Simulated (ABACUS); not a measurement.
# WS2 (Tungstenite) (P6_3/mmc) in ABACUS: reference runs

Aim: a first look at WS2 (Tungstenite) with PBEsol, on the cell as given and on a disturbed one.

All numbers are computed with ABACUS 3.10.1; they aren't measurements. Logs are shortened: lines on timing, memory, paths and dates and some standing lists are left out, and cuts for length are marked.

## (1) Starting point

The structure is hexagonal, space group P6_3/mmc (No. 194). Conventional cell: a = 3.180 Å, b = 3.180 Å, c = 12.500 Å, α = 90.00°, β = 90.00°, γ = 120.00°. Around W (site symmetry -6m2) lie 6 S at 2.41 Å. S (site symmetry 3m) has 3 W at 2.41 Å as nearest neighbours.

## (2) Single point, PBEsol

Contents of INPUT:

```
INPUT_PARAMETERS
suffix              WS2
calculation         scf
basis_type          pw
pseudo_dir          ./
symmetry            1
dft_functional      pbesol
ecutwfc             74
pseudo_rcut         7
nspin               1
nbands              32
ks_solver           dav
smearing_method     fd
smearing_sigma      0.00367493
scf_thr             1e-08
scf_nmax            100
mixing_type         broyden
mixing_beta         0.7
cal_force           1
cal_stress          1
kpar                4
```

Contents of STRU:

```
ATOMIC_SPECIES
W 183.8400 W.upf
S 32.0600 S.upf

LATTICE_CONSTANT
1.8897261246

LATTICE_VECTORS
3.1800000000 0.0000000000 0.0000000000
-1.5900000000 2.7539607840 0.0000000000
0.0000000000 0.0000000000 12.5000000000

ATOMIC_POSITIONS
Direct

W
0.0
2
0.6666666667 0.3333333333 0.7500000000 1 1 1
0.3333333333 0.6666666667 0.2500000000 1 1 1

S
0.0
4
0.6666666667 0.3333333333 0.3750000000 1 1 1
0.3333333333 0.6666666667 0.8750000000 1 1 1
0.6666666667 0.3333333333 0.1250000000 1 1 1
0.3333333333 0.6666666667 0.6250000000 1 1 1
```

Contents of KPT:

```
K_POINTS
0
Gamma
10 10 3 0 0 0
```

Potentials or basis: PseudoDojo NC SR 0.4.1 PBEsol standard, plane waves.

Command:

```console
> OMP_NUM_THREADS=1 mpirun -np 4 abacus > log
```

running log:

```text
ABACUS v3.10.1

               Atomic-orbital Based Ab-initio Computation at UStc

 ------------------------------------------------------------------------------------

 READING GENERAL INFORMATION
                           global_out_dir = OUT.WS2/
                           global_in_card = INPUT
                               pseudo_dir = ./
                              orbital_dir =
                                    DSIZE = 4
                                    GSIZE = 1

 READING UNITCELL INFORMATION
                                    ntype = 2
                  lattice constant (Bohr) = 1.88973
              lattice constant (Angstrom) = 1

 READING ATOM TYPE 1
                               atom label = W
                      L=0, number of zeta = 1
                      L=1, number of zeta = 1
                      L=2, number of zeta = 1
             number of atom for this type = 2

 READING ATOM TYPE 2
                               atom label = S
                      L=0, number of zeta = 1
                      L=1, number of zeta = 1
                      L=2, number of zeta = 1
             number of atom for this type = 4

                        TOTAL ATOM NUMBER = 6
DIRECT COORDINATES
    atom                   x                   y                   z     mag                  vx                  vy                  vz
taud_W1            0.6666666667        0.3333333333        0.7500000000  0.0000        0.0000000000        0.0000000000        0.0000000000
taud_W2            0.3333333333        0.6666666667        0.2500000000  0.0000        0.0000000000        0.0000000000        0.0000000000
taud_S1            0.6666666667        0.3333333333        0.3750000000  0.0000        0.0000000000        0.0000000000        0.0000000000
taud_S2            0.3333333333        0.6666666667        0.8750000000  0.0000        0.0000000000        0.0000000000        0.0000000000
taud_S3            0.6666666667        0.3333333333        0.1250000000  0.0000        0.0000000000        0.0000000000        0.0000000000
taud_S4            0.3333333333        0.6666666667        0.6250000000  0.0000        0.0000000000        0.0000000000        0.0000000000

                          Volume (Bohr^3) = 738.74
                             Volume (A^3) = 109.47

 Lattice vectors: (Cartesian coordinate: in unit of a_0)
                +3.18                  +0                  +0
                -1.59            +2.75396                  +0
                   +0                  +0               +12.5
 Reciprocal vectors: (Cartesian coordinate: in unit of 2 pi/a_0)
            +0.314465           +0.181557                  -0
                   -0           +0.363113                  -0
                   +0                  -0               +0.08
 The esolver type has been set to : ksdft_pw

                PAO radial cut off (Bohr) = 7

 Read in pseudopotential file is W.upf
                     pseudopotential type = NC
          exchange-correlation functional = PBESOL
                 nonlocal core correction = 1
                        valence electrons = 14
                                     lmax = 3
                           number of zeta = 4
                     number of projectors = 8
                           L of projector = 0
                           L of projector = 0
                           L of projector = 1
                           L of projector = 1
                           L of projector = 2
                           L of projector = 2
                           L of projector = 3
                           L of projector = 3
                PAO radial cut off (Bohr) = 7

 Read in pseudopotential file is S.upf
                     pseudopotential type = NC
          exchange-correlation functional = PBESOL
                 nonlocal core correction = 1
                        valence electrons = 6
                                     lmax = 2
                           number of zeta = 2
                     number of projectors = 6
                           L of projector = 0
                           L of projector = 0
                           L of projector = 1
                           L of projector = 1
                           L of projector = 2
                           L of projector = 2
     initial pseudo atomic orbital number = 36

 SETUP THE ELECTRONS NUMBER
             electron number of element W = 14
       total electron number of element W = 28
             electron number of element S = 6
       total electron number of element S = 24
            AUTOSET number of electrons:  = 52
                           occupied bands = 26
                                   NBANDS = 32
                                   NLOCAL = 54

%%%%%%%%%%%%%%%%%%%%%%%%%%%%%%%%%%%%%%%%%%%%%%%%%%%%%%%%%%%%%%%%%%%%%%%%%%%%%%%%%%%%%%%%%%%%%%%%%%%%%%%%%%
 Warning: the number of valence electrons in pseudopotential > 6 for W: [Xe] 4f14 5d4 6s2
 Pseudopotentials with additional electrons can yield (more) accurate outcomes, but may be less efficient.
 If you're confident that your chosen pseudopotential is appropriate, you can safely ignore this warning.
%%%%%%%%%%%%%%%%%%%%%%%%%%%%%%%%%%%%%%%%%%%%%%%%%%%%%%%%%%%%%%%%%%%%%%%%%%%%%%%%%%%%%%%%%%%%%%%%%%%%%%%%%%

 SETUP THE PLANE WAVE BASIS
 energy cutoff for charge/potential (unit:Ry) = 296
            fft grid for charge/potential = [ 36, 36, 135 ]
                        fft grid division = [ 1, 1, 1 ]
        big fft grid for charge/potential = [ 36, 36, 135 ]
                                     nbxx = 174960
                                     nrxx = 174960

 SETUP PLANE WAVES FOR CHARGE/POTENTIAL
                    number of plane waves = 63777
                         number of sticks = 745

 PARALLEL PW FOR CHARGE/POTENTIAL
     PROC   COLUMNS(POT)             PW
        1            745          63777
 --------------- sum -------------------
        1            745          63777
[... 43 lines left out ...]
                                       S3 = 0
                                       S4 = 0
                                       S6 = 2
                              POINT GROUP = D_3d
                                       C2 = 7
                                       C3 = 2
                                       C4 = 0
                                       C6 = 2
                                       S1 = 7
                                       S3 = 2
                                       S4 = 0
                                       S6 = 2
               POINT GROUP IN SPACE GROUP = D_6h

 SETUP K-POINTS
                                    nspin = 1
                   Input type of k points = Monkhorst-Pack(Gamma)
                                   nkstot = 300
                       right hand lattice = 1
(for reciprocal lattice: )
                             BRAVAIS TYPE = 4
                     BRAVAIS LATTICE NAME = 04. Hexagonal cell
                                    ibrav = 4
                       right hand lattice = 1
(for k-lattice: )
                             BRAVAIS TYPE = 4
                     BRAVAIS LATTICE NAME = 04. Hexagonal cell
                                    ibrav = 4
                       right hand lattice = 1
                        ROTATION MATRICES = 24
                               nkstot_ibz = 28
K-POINTS REDUCTION ACCORDING TO SYMMETRY
     IBZ    DIRECT_X    DIRECT_Y    DIRECT_Z  WEIGHT  ibz2bz
       1  0.00000000  0.00000000  0.00000000  0.0033       0
       2 -0.10000000  0.10000000  0.00000000  0.0200       1
       3 -0.20000000  0.20000000  0.00000000  0.0200       2
       4 -0.30000000  0.30000000  0.00000000  0.0200       3
       5 -0.40000000  0.40000000  0.00000000  0.0200       4
       6  0.50000000  0.50000000  0.00000000  0.0100       5
[... 20 lines left out ...]
      27  0.40000000  0.40000000  0.33333333  0.0400     124
      28  0.40000000  0.30000000  0.33333333  0.0400     133

                               nkstot now = 28
[... K-POINTS DIRECT COORDINATES: 28 rows ...]

           k-point number in this process = 7
       minimum distributed K point number = 7
[... stars of the k points ...]

[... K-POINTS CARTESIAN COORDINATES: 7 rows ...]

[... K-POINTS DIRECT COORDINATES: 7 rows ...]

 SETUP PLANE WAVES FOR WAVE FUNCTIONS
     energy cutoff for wavefunc (unit:Ry) = 74
              fft grid for wave functions = [ 36, 36, 135 ]
                    number of plane waves = 11203
                         number of sticks = 235

 PARALLEL PW FOR WAVE FUNCTIONS
     PROC   COLUMNS(POT)             PW
        1            235          11203
 --------------- sum -------------------
        1            235          11203

 SETUP NONLOCAL PSEUDOPOTENTIALS IN PLANE WAVE BASIS
 W non-local projectors:
 projector 1 L=0
 projector 2 L=0
 projector 3 L=1
 projector 4 L=1
 projector 5 L=2
 projector 6 L=2
 projector 7 L=3
 projector 8 L=3
 S non-local projectors:
 projector 1 L=0
 projector 2 L=0
 projector 3 L=1
 projector 4 L=1
 projector 5 L=2
 projector 6 L=2
      TOTAL NUMBER OF NONLOCAL PROJECTORS = 136

 Init Non-Local PseudoPotential table :
 Init Non-Local-Pseudopotential done.

                                     npwx = 7979

 Make real space PAO into reciprocal space.
       max mesh points in Pseudopotential = 701
     dq(describe PAO in reciprocal space) = 0.01
                                    max q = 1037

 number of pseudo atomic orbitals for W is 4
WARNING: norm of atomic wavefunction # 3 of atomic type W is 0.999353, renormalized
WARNING: norm of atomic wavefunction # 4 of atomic type W is 0.996494, renormalized

 number of pseudo atomic orbitals for S is 2
WARNING: norm of atomic wavefunction # 1 of atomic type S is 0.999996, renormalized
WARNING: norm of atomic wavefunction # 2 of atomic type S is 0.999702, renormalized

 -------------------------------------------
 SELF-CONSISTENT
 -------------------------------------------
                                 init_chg = atomic

 PW ALGORITHM --------------- ION=   1  ELEC=   1--------------------------------

 Notice: Threshold on eigenvalues was too large.
 hsover_error=0.52 > DRHO=0.189569
 Origin diag ethr = 0.01
 New diag ethr = 0.000364556

 Density error is 0.192456588765
                          Error Threshold = 0.000364555946536
----------------------------------------------------------
     Energy           Rydberg                 eV
----------------------------------------------------------
 E_KohnSham     -391.8047132230      -5330.7766030883
 E_Harris       -393.7134658450      -5356.7465148206
 E_Fermi        0.8622268798         11.7311985341
----------------------------------------------------------
[... 99 lines left out ...]
 Density error is 4.61829731542e-09
                          Error Threshold = 2.74730528329e-11
----------------------------------------------------------
     Energy           Rydberg                 eV
----------------------------------------------------------
 E_KohnSham     -391.8586992506      -5331.5111206764
 E_KS(sigma->0) -391.8586992278      -5331.5111203657
 E_Harris       -391.8576596198      -5331.4969757739
 E_band         -29.5289058738       -401.7613755887
 E_one_elec     -173.2436676204      -2357.1010220555
 E_Hartree      106.8677886199       1454.0108578901
 E_xc           -91.1865526666       -1240.6566972424
 E_Ewald        -234.2962675379      -3187.7642586474
 E_entropy(-TS) -0.0000000457        -0.0000006213
 E_descf        0.0000000000         0.0000000000
 E_exx          0.0000000000         0.0000000000
 E_Fermi        0.8555688028         11.6406107490
----------------------------------------------------------

 charge density convergence is achieved
 final etot is -5331.5111207 eV
 EFERMI = 11.640610749 eV

 STATE ENERGY(eV) AND OCCUPATIONS    NSPIN == 1
 1/7 kpoint (Cartesian) = 0.0000 0.0000 0.0000 (7979 pws)
       1       -63.4653     0.00666667
       2       -63.4653     0.00666667
       3       -27.7093     0.00666667
       4       -27.7093     0.00666667
       5       -27.5473     0.00666667
       6       -27.5473     0.00666667
[... 194 lines left out ...]
      31        14.2182    8.16706e-25
      32        15.0467    5.19999e-32

[... levels at 1 further k points ...]

------------------------------------------------------------------------------------------
 TOTAL-FORCE (eV/Angstrom)
------------------------------------------------------------------------------------------
                        W1         0.0000000000         0.0000000000         0.0000000000
                        W2         0.0000000000         0.0000000000         0.0000000000
                        S1         0.0000000000         0.0000000000        -0.1492681973
                        S2         0.0000000000         0.0000000000        -0.1492681973
                        S3         0.0000000000         0.0000000000         0.1492681973
                        S4         0.0000000000         0.0000000000         0.1492681973
------------------------------------------------------------------------------------------

----------------------------------------------------------------
 TOTAL-STRESS (KBAR)
----------------------------------------------------------------
       -35.1858894150         0.0000000000         0.0000000000
         0.0000000000       -35.1858894158        -0.0000000000
        -0.0000000000         0.0000000000       -11.1975405346
----------------------------------------------------------------
 TOTAL-PRESSURE: -27.189773 KBAR

 --------------------------------------------
 !FINAL_ETOT_IS -5331.5111206763849623 eV
 --------------------------------------------
```

Wall time 47 s (4 MPI ranks of AMD EPYC 7R43 (Zen 3), shared host); peak memory 0.76 GiB.

What came out:

- Free energy: -5331.5111 eV
- Pressure: -2.7 GPa
- Largest force: 0.149 eV/Å
- Band gap on the k mesh: 1.08 eV, indirect (least direct gap 2.07 eV)

Forces on the atoms (eV/Å):
```
W    0.000  0.000  0.000
W    0.000  0.000  0.000
S    0.000  0.000 -0.149
S    0.000  0.000 -0.149
S    0.000  0.000  0.149
S    0.000  0.000  0.149
```

Stress tensor (GPa, compression positive):
```
-3.52  0.00  0.00
 0.00 -3.52  0.00
 0.00  0.00 -1.12
```

Caveat: there are fewer bands than atomic start orbitals, so a level may be missed at k points of high symmetry; spin-orbit coupling is left out, which moves the levels of the heavy elements; an odd mesh through Γ misses points on the zone boundary, where band edges often lie; this functional lacks dispersion, which binds the layers, so the pressure and a relaxed spacing across them are unreliable. Expect the measured gap to be larger: semilocal functionals such as PBEsol lack the derivative discontinuity.

## (3) Single point, PBEsol (atoms moved at random, drawn with an rms of 0.05 Å)

INPUT, as its differences from that of step 2:

```diff
@@ -20,2 +20,4 @@
 cal_stress          1
-kpar                4
+out_chg             1
+out_pot             2
+out_elf             1
```

Contents of STRU:

```
ATOMIC_SPECIES
W 183.8400 W.upf
S 32.0600 S.upf

LATTICE_CONSTANT
1.8897261246

LATTICE_VECTORS
3.1800000000 0.0000000000 0.0000000000
-1.5900000000 2.7539607840 0.0000000000
0.0000000000 0.0000000000 12.5000000000

ATOMIC_POSITIONS
Direct

W
0.0
2
0.6704130000 0.3321320000 0.7485110000 1 1 1
0.3515260000 0.6761130000 0.2481590000 1 1 1

S
0.0
4
0.6505480000 0.3288460000 0.3705640000 1 1 1
0.3323830000 0.6657620000 0.8697960000 1 1 1
0.6835930000 0.3404960000 0.1221550000 1 1 1
0.3527360000 0.6757840000 0.6264210000 1 1 1
```

KPT is that of step 2.

Potentials or basis: PseudoDojo NC SR 0.4.1 PBEsol standard, plane waves.

Command:

```console
> OMP_NUM_THREADS=1 mpirun -np 4 abacus > log
```

Wall time 4.8 min (4 MPI ranks of AMD EPYC 7R43 (Zen 3), shared host); peak memory 1 GiB.

The run converged. Its results:

```yaml
Free_energy: -5331.4210 eV
Pressure: 0.2 GPa
Largest_force: 1.345 eV/Å
Band_gap_on_the_k_mesh: 1.07 eV, indirect (least direct gap 1.89 eV)
```

Forces on the atoms (eV/Å):
```
W    0.187  0.328 -0.150
W   -0.948 -0.459 -0.836
S    0.907  0.376  0.538
S    0.166 -0.013  0.803
S    0.040  0.081  0.300
S   -0.353 -0.313 -0.656
```

Stress tensor (GPa, compression positive):
```
-2.04 -0.64  3.01
-0.64 -1.16  1.29
 3.01  1.29  3.88
```

Levels at points of the mesh, in eV from the valence-band top:
```tsv
k point	band 23	band 24	band 25	band 26	band 27	band 28	band 29	band 30
(0.00, 0.00, 0.00)	-2.15	-1.62	-1.09	0.00	1.89	2.03	2.15	2.24
(0.50, 0.00, 0.00)	-2.19	-2.00	-1.69	-1.50	2.06	2.17	2.47	2.66
(0.00, 0.50, 0.00)	-2.18	-2.04	-1.76	-1.58	2.03	2.10	2.48	2.66
(0.50, 0.50, 0.00)	-2.19	-2.04	-1.73	-1.58	2.04	2.10	2.48	2.66
```

Caveat: there are fewer bands than atomic start orbitals, so a level may be missed at k points of high symmetry; spin-orbit coupling is left out, which moves the levels of the heavy elements; an odd mesh through Γ misses points on the zone boundary, where band edges often lie.
